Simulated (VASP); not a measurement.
# Ni (Fm-3m) in VASP: further runs

One crystal, Ni, is run at these levels: PBE; tasks: single point.

Everything below comes from runs of VASP 6.6.1. Logs are shortened: lines on timing, memory, paths and dates and some standing lists are left out, and cuts for length are marked.

**1. The crystal as given**

It takes space group Fm-3m (No. 225, cubic). The conventional cell has a = 3.475 Å, b = 3.475 Å, c = 3.475 Å, α = 90.00°, β = 90.00°, γ = 90.00°. Around Ni (site symmetry m-3m) lie 12 Ni at 2.46 Å.

**2. Single point, PBE, collinear spin, ferromagnetic start**

File INCAR:

```
ALGO = Normal
EDIFF = 1E-6
ENCUT = 520
GGA = PE
ISIF = 2
ISMEAR = 0
ISPIN = 2
LASPH = True
LCHARG = False
LMAXMIX = 4
LORBIT = 11
LREAL = False
LWAVE = False
MAGMOM = 1
NBANDS = 15
NELM = 120
PREC = Accurate
SIGMA = 0.014
```

File KPOINTS:

```
k-points
0
Gamma
  13 13 13
```

File POSCAR:

```
Ni
1.0
    0.0000000000      1.7375729330      1.7375729330
    1.7375729330      0.0000000000      1.7375729330
    1.7375729330      1.7375729330      0.0000000000
Ni
1
Direct
    0.0000000000      0.0000000000      0.0000000000
```

Potentials or basis: VASP PAW PBE potentials, release 64 (Ni).

The run is started by

```bash
$ cat potpaw_PBE.64/Ni/POTCAR > POTCAR
$ mpirun -np 1 vasp_std > vasp.out
```

OUTCAR:

```text
EDIFF = 1E-6
   ENCUT = 520
   GGA = PE
   ISIF = 2
   ISMEAR = 0
   ISPIN = 2
   LASPH = True
   LORBIT = 11
   LREAL = False
   NELM = 120
   PREC = Accurate

 ion  position               nearest neighbor table
   1  0.000  0.000  0.000-

  LATTYP: Found a face centered cubic cell.
 ALAT       =     3.4751458660

  Lattice vectors:

 A1 = (   0.0000000000,   1.7375729330,   1.7375729330)
 A2 = (   1.7375729330,   0.0000000000,   1.7375729330)
 A3 = (   1.7375729330,   1.7375729330,   0.0000000000)

Analysis of symmetry for initial positions (statically):
=====================================================================
 Subroutine PRICEL returns:
 Original cell was already a primitive cell.

 Routine SETGRP: Setting up the symmetry group for a
 face centered cubic supercell.

 Subroutine GETGRP returns: Found 48 space group operations
 (whereof 48 operations were pure point group operations)
 out of a pool of 48 trial point group operations.

The static configuration has the point symmetry O_h .

Analysis of symmetry for dynamics (positions and initial velocities):
=====================================================================
 Subroutine PRICEL returns:
 Original cell was already a primitive cell.

 Routine SETGRP: Setting up the symmetry group for a
 face centered cubic supercell.

 Subroutine GETGRP returns: Found 48 space group operations
 (whereof 48 operations were pure point group operations)
 out of a pool of 48 trial point group operations.

The dynamic configuration has the point symmetry O_h .

Analysis of structural, dynamic, and magnetic symmetry:
=====================================================================
 Subroutine PRICEL returns:
 Original cell was already a primitive cell.

 Routine SETGRP: Setting up the symmetry group for a
 face centered cubic supercell.

 Subroutine GETGRP returns: Found 48 space group operations
 (whereof 48 operations were pure point group operations)
 out of a pool of 48 trial point group operations.

The overall configuration has the point symmetry O_h .

 Subroutine INISYM returns: Found 48 space group operations
 (whereof 48 operations are pure point group operations),
 and found     1 'primitive' translations

----------------------------------------------------------------------------------------

                                     Primitive cell

  volume of cell :      10.4920

  direct lattice vectors                    reciprocal lattice vectors
     0.000000000  1.737572933  1.737572933    -0.287757705  0.287757705  0.287757705
     1.737572933  0.000000000  1.737572933     0.287757705 -0.287757705  0.287757705
     1.737572933  1.737572933  0.000000000     0.287757705  0.287757705 -0.287757705

  length of vectors
     2.457299207  2.457299207  2.457299207     0.498410966  0.498410966  0.498410966

  position of ions in fractional coordinates (direct lattice)
     0.000000000  0.000000000  0.000000000

  ion indices of the primitive-cell ions
   primitive index   ion index
                 1           1

----------------------------------------------------------------------------------------

 KPOINTS: k-points

Automatic generation of k-mesh.
 Grid dimensions read from file:
 generate k-points for:   13   13   13

 Generating k-lattice:

  Cartesian coordinates                     Fractional coordinates (reciprocal lattice)
    -0.022135208  0.022135208  0.022135208     0.076923077  0.000000000  0.000000000
     0.022135208 -0.022135208  0.022135208     0.000000000  0.076923077  0.000000000
     0.022135208  0.022135208 -0.022135208     0.000000000  0.000000000  0.076923077

  Length of vectors
     0.038339305  0.038339305  0.038339305

  Shift w.r.t. Gamma in fractional coordinates (k-lattice)
     0.000000000  0.000000000  0.000000000

 Subroutine IBZKPT returns following result:
 ===========================================

 Found     84 irreducible k-points:

 Following reciprocal coordinates:
            Coordinates               Weight
  0.000000  0.000000  0.000000      1.000000
  0.076923  0.000000  0.000000      8.000000
  0.153846  0.000000  0.000000      8.000000
  0.230769  0.000000  0.000000      8.000000
  0.307692  0.000000  0.000000      8.000000
  0.384615  0.000000  0.000000      8.000000
[... 16 lines left out ...]
  0.384615  0.153846  0.000000     24.000000
  0.461538  0.153846  0.000000     24.000000
 [... further k-points ...]
   k-points           NKPTS =     84   k-points in BZ     NKDIM =     84   number of bands    NBANDS=     15
   number of dos      NEDOS =    301   number of ions     NIONS =      1
   total plane-waves  NPLWV =   5832
   dimension x,y,z NGX =    18 NGY =   18 NGZ =   18
   dimension x,y,z NGXF=    36 NGYF=   36 NGZF=   36
   ions per type =               1
   NGX,Y,Z   is equivalent  to a cutoff of  12.18, 12.18, 12.18 a.u.
   NGXF,Y,Z  is equivalent  to a cutoff of  24.36, 24.36, 24.36 a.u.
 SYSTEM =  unknown system
   PREC   = accura    normal or accurate (medium, high low for compatibility)
   ISTART =      0    job   : 0-new  1-cont  2-samecut
   ICHARG =      2    charge: 1-file 2-atom 10-const
   ISPIN  =      2    spin polarized calculation?
   LNONCOLLINEAR =      F non collinear calculations
   LSORBIT =      F    spin-orbit coupling
   LASPH  =      T    aspherical Exc in radial PAW
   ENCUT  =  520.0 eV  38.22 Ry    6.18 a.u.   4.57  4.57  4.57*2*pi/ulx,y,z
   NELM   =    120;   NELMIN=  2; NELMDL= -5     # of ELM steps
   EDIFF  = 0.1E-05   stopping-criterion for ELM
   LREAL  =      F    real-space projection
   EDIFFG = 0.1E-04   stopping-criterion for IOM
   NSW    =      0    number of steps for IOM
   IBRION =     -1    ionic relax: 0-MD 1-quasi-New 2-CG
   NFREE  =      0    steps in history (QN), initial steepest desc. (CG)
   ISIF   =      2    stress and relaxation
   ISYM   =      2    0-nonsym 1-usesym 2-fastsym
   POTIM  = 0.5000    time-step for ionic-motion
   TEBEG  =    0.0;   TEEND  =   0.0 temperature during run
   PSTRESS=    0.0 pullay stress
   NELECT =      10.0000    total number of electrons
   NUPDOWN=      -1.0000    fix difference up-down
   EMIN   =  10.00;   EMAX   =-10.00  energy-range for DOS
   EFERMI =   0.00;   METHOD = LEGACY
   ISMEAR =     0;   SIGMA  =   0.01  broadening in eV -4-tet -1-fermi 0-gaus
   EFERMI_NEDOS =   21; number of points for ismear=-14 and -15
   IALGO  =     38    algorithm
   IMIX   =      4    mixing-type and parameters
     AMIX     =   0.40;   BMIX     =  1.00
     AMIX_MAG =   1.60;   BMIX_MAG =  1.00
  volume/ion in A,a.u.               =      10.49        70.80
  Fermi-wavevector in a.u.,A,eV,Ry     =   1.611097  3.044533 35.315755  2.595635
  Thomas-Fermi vector in A             =   2.706542
   LORBIT       =     11    0 simple, 1 ext, 2 COOP (PROOUT), +10 PAW based schemes
   GGA     = PE    functional components
   LHFCALC =     F    Hartree Fock is set to
   AEXX    =    0.0000 exact exchange contribution
   IVDW    =     0    specifies the selected vdW correction
   LEPSILON=     F    determine dielectric tensor
   LRPA    =     F    only Hartree local field effects (RPA)
 spin polarized calculation
 Gauss-broadening in eV      SIGMA  =   0.01
  energy-cutoff  :      520.00
  volume of cell :       10.49
 maximum number of plane-waves:       296
   NGX =  9   NGY =  9   NGZ =  9

 number of electron      10.0000000 magnetization       1.0000000

 number of electron       9.9999998 magnetization       0.6223542

 Free energy of the ion-electron system (eV)
  ---------------------------------------------------
  ext. energy  EPLUGINS =         0.00000000
  ---------------------------------------------------
  free energy    TOTEN  =        -5.46439236 eV

  energy without entropy =       -5.46420399  energy(sigma->0) =       -5.46429818

 E-fermi :   9.9215     XC(G=0): -13.4713

 val. band max:        9.9208794630   @ k =  -0.3846   0.3077   0.0000
 cond. band min:       9.9302909133   @ k =  -0.3846   0.0769   0.0000
 fundamental gap:      0.0094114504
 Fermi energy:         9.9214567874

 spin component 1

 k-point     1 :       0.0000    0.0000    0.0000
  band No.  band energies     occupation
      1       0.6313      1.00000
      2       7.3685      1.00000
      3       7.3685      1.00000
      4       7.3685      1.00000
      5       8.6157      1.00000
      6       8.6157      1.00000
      7      33.9257      0.00000
      8      38.0784      0.00000
      9      38.0784      0.00000
     10      38.0784      0.00000
     11      41.1393      0.00000
     12      41.1393      0.00000
     13      41.1393      0.00000
     14      44.0145      0.00000
[... 401 lines left out ...]
      2       6.9560      1.00000
      3       7.3934      1.00000
      4       7.8009      1.00000
      5       9.3323      1.00000
      6      10.7717      0.00000
      7      18.0527      0.00000
      8      29.0982      0.00000
      9      30.8741      0.00000
     10      33.0358      0.00000
     11      43.1483      0.00000
     12      43.4428      0.00000
     13      46.5475      0.00000
     14      49.8243      0.00000
     15      56.0229      0.00000

 [... further k-points ...]

 spin component 2

 k-point     1 :       0.0000    0.0000    0.0000
  band No.  band energies     occupation
      1       0.6042      1.00000
      2       8.1213      1.00000
      3       8.1213      1.00000
      4       8.1213      1.00000
      5       9.1855      1.00000
      6       9.1855      1.00000
      7      33.7807      0.00000
      8      38.0569      0.00000
      9      38.0569      0.00000
     10      38.0569      0.00000
     11      41.2522      0.00000
     12      41.2522      0.00000
     13      41.2522      0.00000
     14      43.8988      0.00000
[... 401 lines left out ...]
      2       7.3704      1.00000
      3       7.9930      1.00000
      4       8.4291      1.00000
      5      10.0775      0.00000
      6      11.2350      0.00000
      7      18.3253      0.00000
      8      29.1310      0.00000
      9      30.9539      0.00000
     10      33.0937      0.00000
     11      43.1317      0.00000
     12      43.4748      0.00000
     13      46.6037      0.00000
     14      50.0399      0.00000
     15      57.3782      0.00000

 [... further k-points ...]

------------------------ aborting loop because EDIFF is reached ----------------------------------------

  FORCE on cell =-STRESS in cart. coord.  units (eV):
  Direction    XX          YY          ZZ          XY          YZ          ZX
  --------------------------------------------------------------------------------------
  -------------------------------------------------------------------------------------
  Total        0.5075583      0.5075583      0.5075583      0.0000000      0.0000000      0.0000000
  in kB       77.5063734     77.5063734     77.5063734      0.0000000      0.0000000      0.0000000
  external PRESSURE =      77.5063734 kB  Pullay stress =       0.0000000 kB

 VOLUME and BASIS-vectors are now :
 -----------------------------------------------------------------------------
  energy-cutoff  :      520.00
  volume of cell :       10.49
      direct lattice vectors                 reciprocal lattice vectors
     0.000000000  1.737572933  1.737572933    -0.287757705  0.287757705  0.287757705
     1.737572933  0.000000000  1.737572933     0.287757705 -0.287757705  0.287757705
     1.737572933  1.737572933  0.000000000     0.287757705  0.287757705 -0.287757705

 POSITION                                       TOTAL-FORCE (eV/Angst)
 -----------------------------------------------------------------------------------
      0.00000      0.00000      0.00000        -0.000000     -0.000000     -0.000000
 -----------------------------------------------------------------------------------
    total drift:                                0.000000     -0.000000      0.000000

  FREE ENERGIE OF THE ION-ELECTRON SYSTEM (eV)
  ---------------------------------------------------
  free  energy   TOTEN  =        -5.4643923633 eV

  energy  without entropy=       -5.4642039938  energy(sigma->0) =       -5.46429818

 total charge

# of ion       s       p       d       tot
------------------------------------------
    1        0.513   0.531   8.332   9.377

 magnetization (x)

# of ion       s       p       d       tot
------------------------------------------
    1       -0.005  -0.024   0.660   0.630
```

It took 37 s on 1 thread of AMD EPYC 7R43 (Zen 3), shared host; peak memory 0.1 GiB.

What came out:

* Free energy: -5.4644 eV
* Pressure: 7.8 GPa
* Band gap on the k mesh: none (metal or under the smearing width)
* Net moment: 0.62 μB per cell
* Site moments: Ni +0.63 μB
* Valence electrons inside the program's atomic spheres: Ni 9.38

**3. Single point, PBE, collinear spin, ferromagnetic start**

File INCAR:

```
ALGO = Fast
EDIFF = 1E-6
ENCUT = 520
GGA = PE
ISIF = 2
ISMEAR = 0
ISPIN = 2
LASPH = True
LCHARG = False
LMAXMIX = 4
LORBIT = 11
LREAL = False
LWAVE = False
MAGMOM = 1
NELM = 100
PREC = Accurate
SIGMA = 0.022
```

KPOINTS is that of step 2.

POSCAR is that of step 2.

Potentials or basis: VASP PAW PBE potentials, release 64 (Ni).

The run is started by

```bash
$ cat potpaw_PBE.64/Ni/POTCAR > POTCAR
$ mpirun -np 1 vasp_std > vasp.out
```

Wall time 14 s (1 thread of Intel Xeon Platinum 8375C at 2.90GHz (Ice Lake), shared host); peak memory 0.13 GiB.

Results (log left out):

```yaml
Free_energy: -5.4645 eV
Pressure: 7.5 GPa
Band_gap_on_the_k_mesh: none (metal or under the smearing width)
Net_moment: 0.62 μB per cell
Site_moments: Ni +0.63 μB
Valence_electrons_inside_the_program's_atomic_spheres: Ni 9.38
```

Levels at points of the mesh, in eV from the Fermi level:
Spin up:
| k point | band 1 | band 2 | band 3 | band 4 | band 5 | band 6 | band 7 | band 8 | band 9 | band 10 |
| --- | --- | --- | --- | --- | --- | --- | --- | --- | --- | --- |
| (0.00, 0.00, 0.00) | -9.29 | -2.55 | -2.55 | -2.55 | -1.30 | -1.30 | 24.01 | 28.16 | 28.16 | 28.16 |
Spin down:
```
           k point  band 3  band 4  band 5  band 6  band 7  band 8
(0.00, 0.00, 0.00)   -1.80   -1.80   -0.73   -0.73   23.86   28.14
```

**4. For comparison**

An earlier run on the cell as given: functional PBEsol; potentials or basis VASP PAW PBE potentials, release 64 (Ni); cutoff 520 eV; k mesh 13 × 13 × 13; occupations fermi-dirac, width 0.05 eV; collinear spin, ferromagnetic start; starting moments [1.0] μB.

- Pressure: -2.4 GPa
- Band gap on the k mesh: none (metal or under the smearing width)
- Net moment: 0.62 μB per cell
- Site moments: Ni +0.63 μB
- Valence electrons inside the program's atomic spheres: Ni 9.38

**5. The runs side by side**

```tsv
level	smearing	ladder	gap on the mesh (eV)	pressure (GPa)	moment (μB)
PBE	gaussian 0.014 eV	-	none	7.8	0.62
PBE	gaussian 0.022 eV	-	none	7.5	0.62
PBEsol	fermi-dirac 0.05 eV	free	none	-2.4	0.62
```

Alike in all rows: task single point; potentials or basis VASP PAW PBE potentials, release 64 (Ni); spin collinear, ferromagnetic start; cell as given; k mesh 13 × 13 × 13; cutoff (eV) 520.

Every run on the cell as given and a fine mesh finds a metal. The pressure there spans -2.4 GPa (PBEsol) to 7.8 GPa (PBE); a positive pressure means that this level wants a larger cell, a negative one a smaller.

Caveats: the PAW data sets were made with another functional, which shifts forces and pressure a little (some runs).

Absolute energies hang on the potentials; compare differences alone.
